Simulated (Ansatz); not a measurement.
**Deforming Rh**

```
Rh
1.0
     0.00000    1.90155    1.90155
     1.90155    0.00000    1.90155
     1.90155    1.90155    0.00000
Rh
1
Direct
  0.00000 0.00000 0.00000
```

Conventional cell: a = 3.803 Å, b = 3.803 Å, c = 3.803 Å, α = 90.00°, β = 90.00°, γ = 90.00°. Rh (atom 1) has 12 Rh at 2.69 Å as nearest neighbours.

The geometry is COD entry 9008482, unchecked; take it as a test cell.

Level of theory: DFT, PBE, all-electron LAPW, scalar-relativistic (Ansatz 0.2.0).

The runs use a Γ-centred 16×16×16 k mesh, Fermi–Dirac smearing of 0.08 eV, basis error target 1 meV/atom, no spin polarisation.

The unchanged cell is at 5.98 GPa.

In a metal, stresses and small energies carry noise from the k mesh.

x, y and z are the Cartesian axes of the cell as listed; fractional coordinates follow a strain, and an engineering shear is twice the off-diagonal strain component.

**Question.** With this change (equal xy, yz and zx engineering shear strains of +2 %), what becomes of the energy and stress?

**Answer.** Energy change +10 meV/atom; stress change (xx, yy, zz, yz, xz, xy) 0.42, 0.42, 0.42, -3.95, -3.95, -3.95 GPa, compression positive.

**Question.** With this change (z strained by +4 % at fixed volume), what becomes of the energy and stress?

**Answer.** Energy change +25 meV/atom; stress change (xx, yy, zz, yz, xz, xy) 5.46, 5.46, -9.23, 0.00, 0.00, 0.00 GPa, compression positive.

**Question.** With this change (equal xy, yz and zx engineering shear strains of -2 %), what becomes of the energy and stress?

**Answer.** Energy change +11 meV/atom; stress change (xx, yy, zz, yz, xz, xy) 0.43, 0.43, 0.43, 4.05, 4.05, 4.05 GPa, compression positive.

With equal xy, yz and zx engineering shear strains of +1 %: energy change +3 meV/atom; stress change (xx, yy, zz, yz, xz, xy) 0.10, 0.10, 0.10, -1.99, -1.99, -1.99 GPa, compression positive.

With equal xy, yz and zx engineering shear strains of +3 %: energy change +23 meV/atom; stress change (xx, yy, zz, yz, xz, xy) 0.95, 0.95, 0.95, -5.91, -5.91, -5.91 GPa, compression positive.

With equal xy, yz and zx engineering shear strains of -3 %: energy change +24 meV/atom; stress change (xx, yy, zz, yz, xz, xy) 0.96, 0.96, 0.96, 6.08, 6.08, 6.08 GPa, compression positive.

**Question.** With this change (equal xy, yz and zx engineering shear strains of -1 %), what becomes of the energy and stress?

**Answer.** Energy change +3 meV/atom; stress change (xx, yy, zz, yz, xz, xy) 0.11, 0.11, 0.11, 2.02, 2.02, 2.02 GPa, compression positive.
